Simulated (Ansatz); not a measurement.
Turn this script for Ansatz's Python interface into the input file that the command-line program reads.

`scf_si.py`:
```python
# -*- coding: utf-8 -*-
import ansatz as az

xtal = (
    az.Lattice.from_parameters(4.7427, 4.7427, 2.6585, alpha=90, beta=90, gamma=90)
    .space_group(141, origin_choice=1)
    .atom('Si', (0.0, 0.5, 0.75))
    .primitive()
)

calc = (
    xtal.calculation()
    .functional(az.Functional.PBE)
    .basis(35 * az.Ry)
    .accuracy('medium')
    .kpoints(8, 8, 8, center='gamma')
    .occupations(az.OccupationsMethod.TETRAHEDRON)
    .xc_energy_on_converged_density(['pbesol', 'lda', 'pbe'])
    .band_table()
)
out = calc.run(threads=1, backend='cpu')
summary = out.report

print('%-22s %14.5f eV' % ('F = E - TS', summary['free_energy_ev']))
print('%-22s %14.5f eV' % ('E', summary['internal_energy_ev']))
print('%-22s %14.5f eV' % ('Harris-Foulkes', summary['harris_foulkes_ev']))
print('%-22s %14.5f eV' % ('Fermi level', summary['fermi_energy_ev']))

for entry in summary.get('xc_energy_on_converged_density', []):
    print(entry['functional'], {k: round(v, 3) for k, v in entry.items() if isinstance(v, float)})

edges = summary.get('band_edges_ev')
if edges:
    print(f'band edges on the mesh: {edges[0]:.3f} and {edges[1]:.3f} eV, gap {edges[1] - edges[0]:.3f} eV')
else:
    print('no band edges reported; Fermi level', round(summary['fermi_energy_ev'], 3), 'eV')

used = summary['setup']
print('cutoffs (eV):', used['ecut_ev'], used['ecutrho_ev'], ' FFT grid:', used['fft_dense'])
print('cell volume {:.3f} A^3, {} symmetry operations'.format(used['cell_volume_ang3'], used['n_sym_ops']))
```

```console
$ python scf_si.py
F = E - TS                -1271.03613 eV
E                         -1271.03588 eV
Harris-Foulkes            -1271.03613 eV
Fermi level                   9.91515 eV
pbesol {'e_xc_with_core_ev': -1108.951, 'free_energy_ev': -1242.612}
lda {'e_xc_with_core_ev': -1083.196, 'free_energy_ev': -1216.861}
pbe {'e_xc_with_core_ev': -1137.379, 'free_energy_ev': -1271.036}
no band edges reported; Fermi level 9.915 eV
cutoffs (eV): 476.19925930478996 1904.7970372191598  FFT grid: [27, 27, 27]
cell volume 29.899 A^3, 16 symmetry operations
```

`input.yaml`:
```yaml
crystal:
  lattice:
    a: 4.7427
    b: 4.7427
    c: 2.6585
    alpha: 90.0
    beta: 90.0
    gamma: 90.0
  space_group: 141
  setting:
    origin_choice: 1
  atoms:
    - { symbol: Si, position: [0.0, 0.5, 0.75] }
  reduce_to_primitive: true
accuracy: medium
basis:
  ecutwfc: 476.19925930478996
kpoints:
  mp_grid:
    grid: [8, 8, 8]
    shift: [0.0, 0.0, 0.0]
hamiltonian:
  xc: pbe
scf:
  occupations:
    method: tetrahedron
output:
  xc_energy_on_converged_density: [pbesol, lda, pbe]
  eigenvalues: true
```

The settings weren't tested for convergence. For a metal this k-point mesh is coarse: on a finer one energies can move by several to tens of meV an atom and pressures by half a GPa or more, differences at one mesh by less. An absolute Fermi energy rests on an arbitrary zero of the periodic potential and has no direct meaning. This isn't the structure that Si takes at ambient conditions. Gaps and levels are Kohn-Sham values on a finite set of k-points.

(A comment or docstring line of the script was reworded after the run, the code is as it ran; lines on the test bed's own set-up are left out of the output.)
